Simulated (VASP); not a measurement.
# TiO2 (Anatase) (I4_1/amd) in VASP: notebook

One crystal, TiO2 (Anatase), is run at these levels: PBE; tasks: single point.

Program: VASP 6.6.1. These are calculated values, not measurements. Logs are shortened: lines on timing, memory, paths and dates and some standing lists are left out, and cuts for length are marked.

### 1 The crystal as given

Symmetry: I4_1/amd, No. 141, tetragonal system. The conventional cell has a = 3.784 Å, b = 3.784 Å, c = 9.515 Å, α = 90.00°, β = 90.00°, γ = 90.00°. Ti (site symmetry -4m2) has 6 O at 1.93 to 1.98 Å as nearest neighbours. O (site symmetry 2mm) is surrounded by 3 Ti at 1.93 to 1.98 Å.

### 2 Single point, PBE

Contents of INCAR:

```
PREC = Accurate ; ENCUT = 400
EDIFF = 1E-7 ; ISMEAR = 0
SIGMA = 0.05 ; LREAL = False
LASPH = True ; NELM = 100
ALGO = Normal ; ISIF = 2
LWAVE = False ; LCHARG = False
GGA = PE ; ADDGRID = False
```

Contents of KPOINTS:

```
regular mesh
0
Gamma
  7 7 7
```

Contents of POSCAR:

```
TiO2
1.0
   -1.8921000000      1.8921000000      4.7573000000
    1.8921000000     -1.8921000000      4.7573000000
    1.8921000000      1.8921000000     -4.7573000000
Ti O
2 4
Direct
    0.7500000000      0.2500000000      0.5000000000
    0.0000000000      0.0000000000      0.0000000000
    0.7919000000      0.7919000000      0.0000000000
    0.5419000000      0.0419000000      0.5000000000
    0.9581000000      0.4581000000      0.5000000000
    0.2081000000      0.2081000000      0.0000000000
```

Potentials or basis: VASP PAW PBE potentials, release 64 (Ti, O).

Command:

```console
> cat potpaw_PBE.64/Ti/POTCAR potpaw_PBE.64/O/POTCAR > POTCAR
> mpirun -np 1 vasp_std > vasp.out
```

OUTCAR:

```text
PREC = Accurate
   ENCUT = 400
   EDIFF = 1E-7
   ISMEAR = 0
   LREAL = False
   LASPH = True
   NELM = 100
   ISIF = 2
   GGA = PE

 Found     40 irreducible k-points:

 Following reciprocal coordinates:
            Coordinates               Weight
  0.000000  0.000000  0.000000      1.000000
  0.142857  0.000000  0.000000      8.000000
  0.285714  0.000000  0.000000      8.000000
  0.428571 -0.000000  0.000000      8.000000
  0.142857  0.142857  0.000000      8.000000
  0.285714  0.142857  0.000000     16.000000
   k-points           NKPTS =     40   k-points in BZ     NKDIM =     40   number of bands    NBANDS=     20
   number of dos      NEDOS =    301   number of ions     NIONS =      6
   total plane-waves  NPLWV =  46656
   dimension x,y,z NGX =    36 NGY =   36 NGZ =   36
   dimension x,y,z NGXF=    72 NGYF=   72 NGZF=   72
   ions per type =               2   4
   NGX,Y,Z   is equivalent  to a cutoff of  10.96, 10.96, 10.96 a.u.
   NGXF,Y,Z  is equivalent  to a cutoff of  21.93, 21.93, 21.93 a.u.
 SYSTEM =  unknown system
   PREC   = accura    normal or accurate (medium, high low for compatibility)
   ISTART =      0    job   : 0-new  1-cont  2-samecut
   ICHARG =      2    charge: 1-file 2-atom 10-const
   ISPIN  =      1    spin polarized calculation?
   LNONCOLLINEAR =      F non collinear calculations
   LSORBIT =      F    spin-orbit coupling
   LASPH  =      T    aspherical Exc in radial PAW
   ENCUT  =  400.0 eV  29.40 Ry    5.42 a.u.   8.90  8.90  8.90*2*pi/ulx,y,z
   NELM   =    100;   NELMIN=  2; NELMDL= -5     # of ELM steps
   EDIFF  = 0.1E-06   stopping-criterion for ELM
   LREAL  =      F    real-space projection
   EDIFFG = 0.1E-05   stopping-criterion for IOM
   NSW    =      0    number of steps for IOM
   IBRION =     -1    ionic relax: 0-MD 1-quasi-New 2-CG
   NFREE  =      0    steps in history (QN), initial steepest desc. (CG)
   ISIF   =      2    stress and relaxation
   ISYM   =      2    0-nonsym 1-usesym 2-fastsym
   POTIM  = 0.5000    time-step for ionic-motion
   TEBEG  =    0.0;   TEEND  =   0.0 temperature during run
   PSTRESS=    0.0 pullay stress
   NELECT =      32.0000    total number of electrons
   NUPDOWN=      -1.0000    fix difference up-down
   EMIN   =  10.00;   EMAX   =-10.00  energy-range for DOS
[... 5 lines left out ...]
     AMIX     =   0.40;   BMIX     =  1.00
     AMIX_MAG =   1.60;   BMIX_MAG =  1.00
  volume/ion in A,a.u.               =      11.35        76.62
  Fermi-wavevector in a.u.,A,eV,Ry     =   1.272590  2.404847 22.034444  1.619486
  Thomas-Fermi vector in A             =   2.405460
   LORBIT       =      0    0 simple, 1 ext, 2 COOP (PROOUT), +10 PAW based schemes
   GGA     = PE    functional components
   LHFCALC =     F    Hartree Fock is set to
   AEXX    =    0.0000 exact exchange contribution
   IVDW    =     0    specifies the selected vdW correction
   LEPSILON=     F    determine dielectric tensor
   LRPA    =     F    only Hartree local field effects (RPA)
 non-spin polarized calculation
 Gauss-broadening in eV      SIGMA  =   0.05
  energy-cutoff  :      400.00
  volume of cell :       68.13
 maximum number of plane-waves:      1248
   NGX = 17   NGY = 17   NGZ = 17

 number of electron      31.9999986 magnetization

 Free energy of the ion-electron system (eV)
  ---------------------------------------------------
  ext. energy  EPLUGINS =         0.00000000
  ---------------------------------------------------
  free energy    TOTEN  =       -52.98989903 eV

  energy without entropy =      -52.98989903  energy(sigma->0) =      -52.98989903

 E-fermi :   0.9030     XC(G=0): -10.5260

 val. band max:        0.6909279570   @ k =  -0.4286   0.4286   0.0000
 cond. band min:       2.6394054726   @ k =   0.0000   0.0000   0.0000
 fundamental gap:      1.9484775156
 Fermi energy:         0.9029675430

 k-point     1 :       0.0000    0.0000    0.0000
  band No.  band energies     occupation
      1     -17.0065      2.00000
      2     -15.9630      2.00000
      3     -15.9503      2.00000
      4     -15.4815      2.00000
      5      -3.2820      2.00000
      6      -3.1644      2.00000
[... 12 lines left out ...]
     19       4.4697      0.00000
     20       4.4704      0.00000

 k-point     2 :       0.1429    0.0000    0.0000
  band No.  band energies     occupation
      1     -16.9101      2.00000
      2     -15.9383      2.00000
      3     -15.9006      2.00000
      4     -15.4753      2.00000
      5      -3.4691      2.00000
      6      -3.2810      2.00000
[... 12 lines left out ...]
     19       4.0216      0.00000
     20       4.2340      0.00000

 k-point     3 :       0.2857    0.0000    0.0000
  band No.  band energies     occupation
      1     -16.6899      2.00000
      2     -15.8486      2.00000
      3     -15.8110      2.00000
      4     -15.4718      2.00000
      5      -3.8935      2.00000
      6      -3.2388      2.00000
[... 12 lines left out ...]
     19       3.9153      0.00000
     20       4.0953      0.00000

 k-point     4 :       0.4286   -0.0000    0.0000
  band No.  band energies     occupation
      1     -16.5157      2.00000
      2     -15.7533      2.00000
      3     -15.6926      2.00000
      4     -15.5231      2.00000
      5      -3.9127      2.00000
      6      -3.3393      2.00000
[... 12 lines left out ...]
     19       4.0630      0.00000
     20       4.1405      0.00000

 k-point     5 :       0.1429    0.1429    0.0000
  band No.  band energies     occupation
      1     -16.7874      2.00000
      2     -15.9334      2.00000
      3     -15.8481      2.00000
      4     -15.4820      2.00000
      5      -3.5359      2.00000
      6      -3.3852      2.00000
[... 12 lines left out ...]
     19       3.8606      0.00000
     20       4.1737      0.00000

 k-point     6 :       0.2857    0.1429    0.0000
  band No.  band energies     occupation
      1     -16.5461      2.00000
      2     -15.8611      2.00000
      3     -15.7554      2.00000
      4     -15.4821      2.00000
      5      -3.9172      2.00000
      6      -3.4196      2.00000
[... 12 lines left out ...]
     19       3.9553      0.00000
     20       4.1682      0.00000

 [... further k-points ...]
[... 5 lines left out ...]
  --------------------------------------------------------------------------------------
  -------------------------------------------------------------------------------------
  Total        1.0820928      1.0820928      1.2677367      0.0000000      0.0000000      0.0000000
  in kB       25.4487471     25.4487471     29.8147338      0.0000000      0.0000000      0.0000000
  external PRESSURE =      26.9040760 kB  Pullay stress =       0.0000000 kB

 VOLUME and BASIS-vectors are now :
 -----------------------------------------------------------------------------
  energy-cutoff  :      400.00
  volume of cell :       68.13
      direct lattice vectors                 reciprocal lattice vectors
    -1.892100000  1.892100000  4.757300000     0.000000000  0.264256646  0.105101633
     1.892100000 -1.892100000  4.757300000     0.264256646  0.000000000  0.105101633
     1.892100000  1.892100000 -4.757300000     0.264256646  0.264256646  0.000000000

 POSITION                                       TOTAL-FORCE (eV/Angst)
 -----------------------------------------------------------------------------------
      0.00000      1.89210      2.37865        -0.000000     -0.000000     -0.000000
      0.00000      0.00000      0.00000        -0.000000     -0.000000      0.000000
      0.00000      0.00000      7.53461         0.000000      0.000000     -0.164152
      0.00000      1.89210      0.39866         0.000000      0.000000     -0.164152
      0.00000      1.89210      4.35864        -0.000000     -0.000000      0.164152
      0.00000      0.00000      1.97999        -0.000000     -0.000000      0.164152
 -----------------------------------------------------------------------------------
    total drift:                               -0.000000     -0.000000     -0.000000

  FREE ENERGIE OF THE ION-ELECTRON SYSTEM (eV)
  ---------------------------------------------------
  free  energy   TOTEN  =       -52.9898990320 eV

  energy  without entropy=      -52.9898990320  energy(sigma->0) =      -52.98989903
```

stdout:

```text
POSCAR found type information on POSCAR TiO
 POSCAR found :  2 types and       6 ions
 scaLAPACK will be used
 LDA part: xc-table for (Slater+PW92), standard interpolation
 POSCAR, INCAR and KPOINTS ok, starting setup
 FFT: planning ... GRIDC
 FFT: planning ... GRID_SOFT
 FFT: planning ... GRID
 WAVECAR not read
 entering main loop
```

Run time: 56 s. Hardware: 1 thread of Intel Xeon Platinum 8488C (Sapphire Rapids), shared host; peak memory 0.21 GiB.

These settings aren't checked as converged: the numbers below hold their error.

What came out:

```
Free energy            : -52.9899 eV
Largest force          : 0.164 eV/Å
Band gap on the k mesh : 1.95 eV, indirect (least direct gap 2.27 eV)
```

Caveat: the cutoff is under 1.25 times the usual one of these potentials, so pressure, stress and relaxed cells hold a basis-set (Pulay) error; an odd mesh through Γ misses points on the zone boundary, where band edges often lie.

### 3 Single point, PBE

INCAR, as its differences from that of step 2:

```diff
@@ -1,2 +1,2 @@
-PREC = Accurate ; ENCUT = 400
+PREC = Accurate ; ENCUT = 460
 EDIFF = 1E-7 ; ISMEAR = 0
```

KPOINTS is that of step 2.

POSCAR is that of step 2.

Potentials or basis: VASP PAW PBE potentials, release 64 (Ti, O).

Command:

```console
> cat potpaw_PBE.64/Ti/POTCAR potpaw_PBE.64/O/POTCAR > POTCAR
> mpirun -np 1 vasp_std > vasp.out
```

Wall time 74 s (1 thread of Intel Xeon Platinum 8488C (Sapphire Rapids), shared host); peak memory 0.25 GiB.

The run converged, but some of its settings lie outside the range that counts as converged, so its numbers aren't taken as properties of the crystal.

What came out:

| Property | Result |
| --- | --- |
| Free energy | -52.9288 eV |
| Pressure | 7.6 GPa |
| Largest force | 0.167 eV/Å |
| Band gap on the k mesh | 1.94 eV, indirect (least direct gap 2.26 eV) |

Caveat: the cutoff is under 1.25 times the usual one of these potentials, so pressure, stress and relaxed cells hold a basis-set (Pulay) error; an odd mesh through Γ misses points on the zone boundary, where band edges often lie.

### 4 Single point, PBE

INCAR, as its differences from that of step 3:

```diff
@@ -1,2 +1,2 @@
-PREC = Accurate ; ENCUT = 460
+PREC = Low ; ENCUT = 520
 EDIFF = 1E-7 ; ISMEAR = 0
```

KPOINTS is that of step 3.

POSCAR is that of step 3.

Command:

```console
> cat potpaw_PBE.64/Ti/POTCAR potpaw_PBE.64/O/POTCAR > POTCAR
> mpirun -np 1 vasp_std > vasp.out
```

Run time: 41 s. Hardware: 1 thread of Intel Xeon Platinum 8488C (Sapphire Rapids), shared host; peak memory 0.15 GiB.

The run converged, but some of its settings lie outside the range that counts as converged, so its numbers aren't taken as properties of the crystal.

What came out:

```
Free energy            : -52.9254 eV
Pressure               : 8.6 GPa
Largest force          : 0.180 eV/Å
Band gap on the k mesh : 1.94 eV, indirect (least direct gap 2.26 eV)
```

Caveat: an odd mesh through Γ misses points on the zone boundary, where band edges often lie.

### 5 Single point, PBE

Contents of INCAR:

```
PREC = Accurate ; ENCUT = 520
EDIFF = 1E-7 ; ISMEAR = 0
SIGMA = 0.05 ; LREAL = Auto
LASPH = True ; NELM = 100
ALGO = Normal ; ISIF = 2
LWAVE = False ; LCHARG = False
GGA = PE ; ADDGRID = False
```

KPOINTS is that of step 4.

POSCAR is that of step 4.

Command:

```console
> cat potpaw_PBE.64/Ti/POTCAR potpaw_PBE.64/O/POTCAR > POTCAR
> mpirun -np 1 vasp_std > vasp.out
```

It took 3.1 min on 1 thread of Intel Xeon Platinum 8488C (Sapphire Rapids), shared host; peak memory 0.26 GiB.

The run converged, but some of its settings lie outside the range that counts as converged, so its numbers aren't taken as properties of the crystal.

What came out:

```
Free energy            : -52.9175 eV
Pressure               : 8.5 GPa
Largest force          : 0.167 eV/Å
Band gap on the k mesh : 1.94 eV, indirect (least direct gap 2.26 eV)
```

Caveat: an odd mesh through Γ misses points on the zone boundary, where band edges often lie.

### 6 For comparison

An earlier run on the cell as given: functional PBEsol; potentials or basis VASP PAW PBE potentials, release 64 (Ti_sv, O); cutoff 520 eV; k mesh 10 × 10 × 10; occupations fermi-dirac, width 0.05 eV; no spin polarisation.

* Pressure: -0.4 GPa
* Largest force: 0.012 eV/Å
* Band gap on the k mesh: 2.06 eV, indirect (least direct gap 2.40 eV)
